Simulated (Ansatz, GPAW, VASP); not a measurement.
# One calculation of Mg, 3 ways

```
Mg
1.0
     3.20930    0.00000    0.00000
    -1.60465    2.77934    0.00000
     0.00000    0.00000    5.21030
Mg
2
Cartesian
  1.6047 0.9264 3.9077
  0.0000 1.8529 1.3026
```

Alike in all runs: task single point; functional PBE; k mesh 10 × 10 × 5; occupations gaussian, width 0.023 eV; no spin polarisation; no spin-orbit coupling. Pressure is positive in compression and, in plane waves, holds the error of the finite cutoff.

```csv
program and potentials,plane-wave cutoff (eV),notes,pressure (GPa)
"GPAW, GPAW PAW data sets (gpaw-data 1.2.1)",800,10 valence electrons an atom on average,-0.52
"VASP, PBE PAW files Mg, 520 eV",520,2 valence electrons an atom on average,-0.57
"Ansatz, all-electron LAPW, scalar-relativistic",-,-,-0.46
```

The pressure spans -0.57 (VASP, PBE PAW files Mg, 520 eV) to -0.46 GPa (Ansatz, all-electron LAPW, scalar-relativistic), with all-electron results at -0.46.

The functional is the same throughout but for its coding, so the spread measures potentials, basis and numerics; runs on potential files found faulty are left out.
